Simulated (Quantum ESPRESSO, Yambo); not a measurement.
# Excitons of InP (F-43m) on ever denser meshes, part 3 of 4

Aim: follow the lowest exciton of InP (F-43m) as the mesh is refined.

Quantum ESPRESSO 7.5 and Yambo 5.3.0; PBE and many-body steps on it, plane waves. Known limits of the many-body steps: not at the basis limit; mesh may overstate the screening; no spin-orbit coupling; coarse k mesh; bindings not settled in the k mesh.

So far. Step 8 (Triplet (no exchange term)): The lowest triplet lies at 1.304 eV; without spin-orbit coupling triplets are dark, so no spectrum is read. Step 9 (Empty states on the mesh, 6×6×6 mesh, 24 bands): On this mesh the gap is 0.686 eV.

**11. k mesh (6×6×6)**

This step: Bethe-Salpeter equation on PBE with a scissors shift, plane waves, norm-conserving pseudopotentials.

The input, bse6.in:

```
optics
bss
bse
em1s
dipoles
rim_cut
RandQpts= 1000000
RandGvec= 1 RL
Chimod= "HARTREE"
BSKmod= "SEX"
BSEmod= "resonant"
BSSmod= "d"
BSENGexx= 20 Ry
BSENGBlk= 4 Ry
% BSEQptR
 1 | 1 |
%
% BSEBands
 11 | 14 |
%
% BEnRange
 0 | 4 | eV
%
% BDmRange
 0.1 | 0.1 | eV
%
BEnSteps= 81
% BLongDir
 1 | 0 | 0 |
%
% BndsRnXs
 5 | 24 |
%
NGsBlkXs= 4 Ry
% LongDrXs
 1 | 1 | 1 |
%
% KfnQP_E
 0.688 | 1.0 | 1.0 |
%
WRbsWF
FFTGvecs= 36 Ry
```

Command:

```console
> OMP_NUM_THREADS=1 mpirun -n 8 yambo -F bse6.in -J bse6 -C bse6 > bse6.log
```

Output:

```text
 Yambo, version 5.3.0

 [02] CORE Variables Setup
 =========================

  [... cell, symmetries and grids as in the set-up ...]

  [02.05] Energies & Occupations
  ==============================

  [X] === General ===
  [X] Electronic Temperature                        :  0.000000  0.000000 [eV K]
  [X] Bosonic    Temperature                        :  0.000000  0.000000 [eV K]
  [X] Finite Temperature mode                       : no
  [X] El. density                                   :  0.51453E+24 [cm-3]
  [X] Fermi Level                                   :  8.260446 [eV]

  [X] === Gaps and Widths ===
  [X] Conduction Band Min                           :  0.686429 [eV]
  [X] Valence Band Max                              :  0.000000 [eV]
  [X] Filled Bands                                  :  13
  [X] Empty Bands                                   :  14  24
  [X] Direct Gap                                    :  0.686429 [eV]
  [X] Direct Gap localized at k                     :  1
  [X] Indirect Gap                                  :  0.686429 [eV]
  [X] Indirect Gap between kpts                     :  1  1
  [X] Last valence band width                       :  2.764772 [eV]
  [X] 1st conduction band width                     :  2.958353 [eV]

 [03] Transferred momenta grid and indexing
 ==========================================

 [BZ sampling] Q-grid is User defined and/or read from the database

 IBZ Q-points                                      :  16
 BZ  Q-points                                      :  216

 K/Q-points units:
 rlu = crystal or reduced units; cc = cartesian coordinates; iku = interal k-units

 Q [ 1]         [rlu]:  0.000000  0.000000  0.000000
 Q [ 2]         [rlu]:  0.58858E-17  0.58858E-17  0.16667
[...]
bz_samp_indexes :      0.0216s P4 [MAX]      0.0215s P5 [min]
                                       FFT_setup :      0.0527s P4 ( 41 calls,   1.284 msec avg) [MAX]      0.0506s P7 ( 40 calls,   1.264 msec avg) [min]
                                     io_fragment :      0.0698s P1 (128 calls,   0.546 msec avg) [MAX]      0.0559s P6 (104 calls,   0.538 msec avg) [min]
                                     WF_load_FFT :      0.0677s P1 ( 33 calls,   2.052 msec avg) [MAX]      0.0637s P6 ( 32 calls,   1.990 msec avg) [min]
                            X T_space Kernel sum :      0.3028s P4 (136 calls,   2.227 msec avg) [MAX]      0.0776s P1 (136 calls,   0.571 msec avg) [min]
                                           io_WF :      0.0865s P1 (126 calls,   0.686 msec avg) [MAX]      0.0813s P6 (123 calls,   0.661 msec avg) [min]
                                T_space EXX Osc. :      0.1000s P2 ( 23 calls,   4.348 msec avg) [MAX]      0.0943s P5 ( 22 calls,   4.288 msec avg) [min]
                               T_space CORR Osc. :      0.1575s P8 ( 64 calls,   2.460 msec avg) [MAX]      0.1044s P2 ( 68 calls,   1.535 msec avg) [min]
                                  DIPOLE_g_space :      0.1430s P1 [MAX]      0.1228s P4 [min]
                                X T_space Kernel :      0.5933s P4 [MAX]      0.3923s P2 [min]
              PARALLEL_HERMITIAN_diagonalization :      0.4611s P1 [MAX]      0.4603s P4 [min]
                                  LINEAR ALGEBRA :      0.4883s P2 ( 17 calls,  28.721 msec avg) [MAX]      0.4796s P5 [min]
                                             RIM :      0.4862s P8 [MAX]      0.4858s P7 [min]
                                    Diago Solver :      0.5036s P1 [MAX]      0.4940s P5 [min]
                                  Xo (procedure) :      1.5917s P1 ( 16 calls,   0.099 sec avg) [MAX]      1.0854s P8 ( 16 calls,   0.068 sec avg) [min]
                                         Dipoles :      1.1641s P1 [MAX]      1.1641s P4 [min]

 [11] Game Over & Game summary
```

Elapsed: 5.2 s, on 8 MPI ranks of Arm Neoverse V2, shared host; peak memory 2.1 GiB.

Numbers from this step:

| Quantity | Value |
| --- | --- |
| transitions in the window | 648 |
| direct gap of the transition levels | 1.374 eV |
| lowest state | 1.298 eV |
| first strong exciton (over a fiftieth of the strongest listed) | 1.298 eV |
| binding of the lowest state below the direct gap | 0.07619 eV |
| Coulomb term of one mesh cell | 0.09339 eV |

The binding is 0.82 times the screened Coulomb term of one mesh cell (0.09 eV), so it is not shown settled.

The lowest state lies at 1.298 eV, 0.076 eV under the direct gap.

**12. Triplet (no exchange term)**

bse7.in, as its differences from bse6.in of step 11:

```diff
@@ -12,3 +12,3 @@
 BSSmod= "d"
-BSENGexx= 20 Ry
+BSENGexx= 1 RL
 BSENGBlk= 4 Ry
```

Command:

```console
> OMP_NUM_THREADS=1 mpirun -n 8 yambo -F bse7.in -J bse7,bse6_W -C bse7 > bse7.log
```

Output:

```text
 Yambo, version 5.3.0

 [02] CORE Variables Setup
 =========================

  [... cell, symmetries and grids as in the set-up ...]

  [02.05] Energies & Occupations
  ==============================

  [X] === General ===
  [X] Electronic Temperature                        :  0.000000  0.000000 [eV K]
  [X] Bosonic    Temperature                        :  0.000000  0.000000 [eV K]
  [X] Finite Temperature mode                       : no
  [X] El. density                                   :  0.51453E+24 [cm-3]
[...]
T_space CORR Osc. :      0.1560s P8 ( 64 calls,   2.437 msec avg) [MAX]      0.1036s P2 ( 68 calls,   1.524 msec avg) [min]
                        X T_space Kernel :      0.4894s P3 [MAX]      0.2933s P2 [min]
      PARALLEL_HERMITIAN_diagonalization :      0.4604s P1 [MAX]      0.4593s P4 [min]
                          LINEAR ALGEBRA :      0.4795s P7 [MAX]      0.4789s P1 [min]
                            Diago Solver :      0.5045s P1 [MAX]      0.4948s P2 [min]

 [11] Game Over & Game summary
[key lines of the parts left out:]
Dipoles :      0.0027s P1 [MAX]      0.0026s P7 [min]
```

It took 1.8 s on 8 MPI ranks; peak memory 0.28 GiB; 14 s of CPU time.

The lowest triplet lies at 1.290 eV; without spin-orbit coupling triplets are dark, so no spectrum is read.

**13. Empty states on the mesh, 8×8×8 mesh, 24 bands**

This step: Quantum ESPRESSO 7.5; DFT, PBE, plane waves, norm-conserving pseudopotentials.

The input, pw.in:

```
&control
  calculation = 'nscf'
  prefix = 'x'
  outdir = 'o'
  pseudo_dir = 'pseudo'
/
&system
  ibrav = 0
  nat = 2
  ntyp = 2
  ecutwfc = 80.0
  nbnd = 24
  force_symmorphic = .true.
/
&electrons
  conv_thr = 1e-9
  electron_maxstep = 80
  diago_full_acc = .true.
  diago_thr_init = 5e-6
/
ATOMIC_SPECIES
  In 114.82 In.upf
  P 30.974 P.upf
CELL_PARAMETERS angstrom
  -0.0000000000 2.9343500000 2.9343500000
  2.9343500000 -0.0000000000 2.9343500000
  2.9343500000 2.9343500000 -0.0000000000
ATOMIC_POSITIONS crystal
  In 0.0000000000 0.0000000000 0.0000000000
  P 0.2500000000 0.2500000000 0.2500000000
K_POINTS automatic
  8 8 8 0 0 0
```

Command:

```console
> OMP_NUM_THREADS=1 mpirun -n 8 pw.x -nk 4 -in pw.in > pw.out
```

Output:

```text
[banner, memory and clock lines left out]
Program PWSCF v.7.5 starts

     Atomic positions and unit cell read from directory:
     o/x.save/

     Message from routine setup:
     using ibrav=0 with symmetry is DISCOURAGED, use correct ibrav instead

     bravais-lattice index     =            0
     lattice parameter (alat)  =       7.8420  a.u.
     unit-cell volume          =     341.0062 (a.u.)^3
     number of atoms/cell      =            2
     number of atomic types    =            2
     number of electrons       =        26.00
[...]
-5.7871  -3.2311   8.2604   8.2604   8.2604   8.9469  12.3492  12.3492
    12.3492  16.8336  17.6674  17.6674  19.4792  19.4792  19.4792  22.1665

          k = 0.0884 0.0884-0.0884 (  4122 PWs)   bands (ev):

[...]
k = 0.1768 0.1768-0.1768 (  4122 PWs)   bands (ev):

[...]
-5.7845  -2.5591   4.8254   7.7071   7.7071  10.0431  13.0465  13.0465
    13.5778  16.8336  16.8336  17.4123  20.6282  22.8174  22.8175  24.9513

          k = 0.2652 0.2652-0.2652 (  4137 PWs)   bands (ev):

     [... further k-points ...]

     highest occupied, lowest unoccupied level (ev):     8.2604    8.9469

     XML data file, pseudopotentials, collected wavefunctions
```

Wall time 2.8 s (8 MPI ranks); peak memory 0.38 GiB.

Numbers from this step:

| Item | Value |
| --- | --- |
| gap | 0.6864 eV |
| k of the valence top | 0, 0, 0 |
| k of the conduction bottom | 0, 0, 0 |
| least direct gap | 0.6864 eV |
| k points computed | 29 |
| lowest point of the top converged band, above the valence top | 13.91 eV |

On this mesh the gap is 0.686 eV.

**14. Conversion and set-up**

This step: Yambo 5.3.0; conversion and set-up on PBE, plane waves, norm-conserving pseudopotentials.

Command:

```console
> (cd o/x.save; p2y > p2y.log; mv SAVE ../..); yambo > setup.log
```

Output:

```text
 Yambo, version 5.3.0

 [02] CORE Variables Setup
 =========================

  [02.01] Unit cells
  ==================

  Cell kind             :  FCC
  Atoms in the cell     :  In  P
  number of In atoms    :  1
  number of P  atoms    :  1

  List of atomic masses
  Mass of In    :  114.8200
  Mass of P     :  30.97400

  List of atomic coordinates    : [cc]
  In1       :  0.000000  0.000000  0.000000  order 1
  P1       :  2.772559  2.772559  2.772559  order 2

  Alat factors          :  5.545118  5.545118  5.545118 [a.u.]
  Direct lattice volume :  341.0062 [a.u.]
[...]
Q [ 1]         [rlu]:  0.000000  0.000000  0.000000
 Q [ 2]         [rlu]:  0.46129E-17  0.46129E-17  0.12500
 Q [ 3]         [rlu]:  0.92257E-17  0.92257E-17  0.25000
[...]
Q [ 8]         [rlu]:  0.33721E-16  0.12500      0.37500
 Q [ 9]         [rlu]: -0.89033E-16  0.12500      0.50000
 Q [10]         [rlu]: -0.67442E-16  0.12500     -0.37500
     [... 17 further rows ...]
 Q [28]         [rlu]:  0.125000 -0.500000 -0.375000
 Q [29]         [rlu]:  0.250000 -0.500000 -0.250000

  [03.01] X indexes
  =================

   [03.01.01] Sigma indexes
   ========================

 [06] Game Over & Game summary
```

It took 3 s on 1 MPI rank; peak memory 0.25 GiB.

**15. k mesh (8×8×8)**

This step: Bethe-Salpeter equation on PBE with a scissors shift, plane waves, norm-conserving pseudopotentials.

bse9.in, as its differences from bse7.in of step 12:

```diff
@@ -12,3 +12,3 @@
 BSSmod= "d"
-BSENGexx= 1 RL
+BSENGexx= 20 Ry
 BSENGBlk= 4 Ry
```

Command:

```console
> OMP_NUM_THREADS=1 mpirun -n 8 yambo -F bse9.in -J bse9 -C bse9 > bse9.log
```

Output:

```text
 Yambo, version 5.3.0

 [02] CORE Variables Setup
 =========================

  [... cell, symmetries and grids as in the set-up ...]

  [02.05] Energies & Occupations
  ==============================

  [X] === General ===
  [X] Electronic Temperature                        :  0.000000  0.000000 [eV K]
  [X] Bosonic    Temperature                        :  0.000000  0.000000 [eV K]
  [X] Finite Temperature mode                       : no
  [X] El. density                                   :  0.51453E+24 [cm-3]
[...]
==========================================================

   [BSE] Exchange components :   537
   [BSE] Correlation components :    65   385

    [08.01.05.01] Screened interaction header I/O
    =============================================

    [08.01.05.02] Main kernel loop
    ==============================

    [08.01.05.03] Wave-Function Phases
    ==================================

    [BSE] WF phases found       :  77.13721 [o/o]

   [08.01.06] BSE solver(s) @q1
   ============================

   [SLK-Digonalization]  Pools        :  2
   [SLK-Digonalization]  BLACS grid   :  2  2

   [08.01.07] Diago Solver @q1
   ===========================

 [11] Game Over & Game summary
```

The job ended after 19 s (8 MPI ranks; peak memory 2.8 GiB).

Numbers from this step:

- transitions in the window: 1536
- direct gap of the transition levels: 1.374 eV
- lowest state: 1.290 eV
- first strong exciton (over a fiftieth of the strongest listed): 1.290 eV
- binding of the lowest state below the direct gap: 0.08471 eV
- Coulomb term of one mesh cell: 0.09974 eV

The binding is 0.85 times the screened Coulomb term of one mesh cell (0.10 eV), so it is not shown settled.

The lowest state lies at 1.290 eV, 0.085 eV under the direct gap.

**16. Triplet (no exchange term)**

bse10.in, as its differences from bse9.in of step 15:

```diff
@@ -12,3 +12,3 @@
 BSSmod= "d"
-BSENGexx= 20 Ry
+BSENGexx= 1 RL
 BSENGBlk= 4 Ry
```

Command:

```console
> OMP_NUM_THREADS=1 mpirun -n 8 yambo -F bse10.in -J bse10,bse9_W -C bse10 > bse10.log
```

Output:

```text
 Yambo, version 5.3.0

 [02] CORE Variables Setup
 =========================

  [... cell, symmetries and grids as in the set-up ...]

  [02.05] Energies & Occupations
  ==============================

  [X] === General ===
  [X] Electronic Temperature                        :  0.000000  0.000000 [eV K]
  [X] Bosonic    Temperature                        :  0.000000  0.000000 [eV K]
  [X] Finite Temperature mode                       : no
  [X] El. density                                   :  0.51453E+24 [cm-3]
[...]
=========================================

  [WARNING] [r,Vnl^pseudo] included in position and velocity dipoles.

  [WARNING] In case H contains other non local terms, these are neglected

 [07] Static Dielectric Matrix
 =============================

    [08.01.05.02] Main kernel loop
    ==============================

    [08.01.05.03] Wave-Function Phases
    ==================================

    [BSE] WF phases found       :  77.13721 [o/o]

   [08.01.06] BSE solver(s) @q1
   ============================

   [SLK-Digonalization]  Pools        :  2
   [SLK-Digonalization]  BLACS grid   :  2  2

   [08.01.07] Diago Solver @q1
   ===========================

 [11] Game Over & Game summary
```

The job ended after 9.3 s (8 MPI ranks; peak memory 2.8 GiB; 74 s of CPU time).

The lowest triplet lies at 1.286 eV; without spin-orbit coupling triplets are dark, so no spectrum is read.

**17. Empty states on the mesh, 10×10×10 mesh, 24 bands**

This step: Quantum ESPRESSO 7.5; DFT, PBE, plane waves, norm-conserving pseudopotentials.

pw.in, as its differences from that of step 13:

```diff
@@ -31,2 +31,2 @@
 K_POINTS automatic
-  8 8 8 0 0 0
+  10 10 10 0 0 0
```

Command:

```console
> OMP_NUM_THREADS=1 mpirun -n 8 pw.x -nk 4 -in pw.in > pw.out
```

Output:

```text
[banner, memory and clock lines left out]
Program PWSCF v.7.5 starts

     Atomic positions and unit cell read from directory:
     o/x.save/

     Message from routine setup:
     using ibrav=0 with symmetry is DISCOURAGED, use correct ibrav instead

     bravais-lattice index     =            0
     lattice parameter (alat)  =       7.8420  a.u.
     unit-cell volume          =     341.0062 (a.u.)^3
     number of atoms/cell      =            2
     number of atomic types    =            2
     number of electrons       =        26.00
[...]
-5.7871  -3.2311   8.2604   8.2604   8.2604   8.9469  12.3492  12.3492
    12.3492  16.8336  17.6674  17.6674  19.4792  19.4792  19.4792  22.1665

          k = 0.0707 0.0707-0.0707 (  4141 PWs)   bands (ev):

[...]
k = 0.1414 0.1414-0.1414 (  4113 PWs)   bands (ev):

[...]
-5.7860  -2.7893   5.5686   7.8575   7.8575  10.0803  12.9078  12.9078
    13.0429  16.7873  16.7873  17.6526  19.6616  21.9240  21.9240  24.8448

          k = 0.2121 0.2121-0.2121 (  4116 PWs)   bands (ev):

     [... further k-points ...]

     highest occupied, lowest unoccupied level (ev):     8.2604    8.9469

     XML data file, pseudopotentials, collected wavefunctions
```

Wall time 3.8 s (8 MPI ranks); peak memory 0.37 GiB.

This step gave:

```
gap                                                           : 0.6864 eV
k of the valence top                                          : 0, 0, 0
k of the conduction bottom                                    : 0, 0, 0
least direct gap                                              : 0.6864 eV
k points computed                                             : 47
lowest point of the top converged band, above the valence top : 13.91 eV
```

On this mesh the gap is 0.686 eV.

**18. Conversion and set-up**

This step: Yambo 5.3.0; conversion and set-up on PBE, plane waves, norm-conserving pseudopotentials.

Command:

```console
> (cd o/x.save; p2y > p2y.log; mv SAVE ../..); yambo > setup.log
```

Output:

```text
 Yambo, version 5.3.0

 [02] CORE Variables Setup
 =========================

  [02.01] Unit cells
  ==================

  Cell kind             :  FCC
  Atoms in the cell     :  In  P
  number of In atoms    :  1
  number of P  atoms    :  1

  List of atomic masses
  Mass of In    :  114.8200
  Mass of P     :  30.97400

  List of atomic coordinates    : [cc]
  In1       :  0.000000  0.000000  0.000000  order 1
  P1       :  2.772559  2.772559  2.772559  order 2

  Alat factors          :  5.545118  5.545118  5.545118 [a.u.]
  Direct lattice volume :  341.0062 [a.u.]
[...]
Q [ 1]         [rlu]:  0.000000  0.000000  0.000000
 Q [ 2]         [rlu]: -0.66762E-17  0.26265E-18  0.10000
 Q [ 3]         [rlu]: -0.13352E-16  0.52530E-18  0.20000
[...]
Q [ 8]         [rlu]: -0.74913E-17  0.10000      0.20000
 Q [ 9]         [rlu]: -0.14983E-16  0.10000      0.30000
 Q [10]         [rlu]: -0.37585E-16  0.10000      0.40000
     [... 35 further rows ...]
 Q [46]         [rlu]:  0.200000  0.400000 -0.300000
 Q [47]         [rlu]:  0.200000 -0.500000 -0.300000

  [03.01] X indexes
  =================

   [03.01.01] Sigma indexes
   ========================

 [06] Game Over & Game summary
```

Wall time 3.5 s (1 MPI rank); peak memory 0.26 GiB.

**19. k mesh (10×10×10)**

This step: Bethe-Salpeter equation on PBE with a scissors shift, plane waves, norm-conserving pseudopotentials.

bse12.in, as its differences from bse10.in of step 16:

```diff
@@ -12,3 +12,3 @@
 BSSmod= "d"
-BSENGexx= 1 RL
+BSENGexx= 20 Ry
 BSENGBlk= 4 Ry
```

Command:

```console
> OMP_NUM_THREADS=1 mpirun -n 8 yambo -F bse12.in -J bse12 -C bse12 > bse12.log
```

Output:

```text
 Yambo, version 5.3.0

 [02] CORE Variables Setup
 =========================

  [... cell, symmetries and grids as in the set-up ...]

  [02.05] Energies & Occupations
  ==============================

  [X] === General ===
  [X] Electronic Temperature                        :  0.000000  0.000000 [eV K]
  [X] Bosonic    Temperature                        :  0.000000  0.000000 [eV K]
  [X] Finite Temperature mode                       : no
  [X] El. density                                   :  0.51453E+24 [cm-3]
[...]
==========================================================

   [BSE] Exchange components :   537
   [BSE] Correlation components :    65   385

    [08.01.05.01] Screened interaction header I/O
    =============================================

    [08.01.05.02] Main kernel loop
    ==============================

    [08.01.05.03] Wave-Function Phases
    ==================================

    [BSE] WF phases found       :  82.34707 [o/o]

   [08.01.06] BSE solver(s) @q1
   ============================

   [SLK-Digonalization]  Pools        :  2
   [SLK-Digonalization]  BLACS grid   :  2  2

   [08.01.07] Diago Solver @q1
   ===========================

 [11] Game Over & Game summary
```

Run time: 83 s. Hardware: 8 MPI ranks; peak memory 5 GiB.

Numbers from this step:

```yaml
transitions_in_the_window: 3000
direct_gap_of_the_transition_levels: 1.374 eV
lowest_state: 1.294 eV
first_strong_exciton_over_a_fiftieth_of_the_strongest_listed: 1.294 eV
binding_of_the_lowest_state_below_the_direct_gap: 0.08049 eV
coulomb_term_of_one_mesh_cell: 0.09343 eV
```

The binding is 0.86 times the screened Coulomb term of one mesh cell (0.09 eV), so it is not shown settled.

The lowest state lies at 1.294 eV, 0.080 eV under the direct gap.

(Continued in part 4 of 4.)

[Paths, hosts, dates, memory and timing lines, banners, echoed tables and standing remarks are left out of the program output.]

[Logs are printed without paths, hosts, clocks, repeated set-up lines and the standing remarks that a program may print on its own settings, such as how far it seeks lower states.]

[Runs of the session that timed out or met a known fault of the program may be left out.]

[Hosts, paths, dates, database ids (printed as entryN), source tags and the programs' standing remarks are cut or masked in the printed files.]
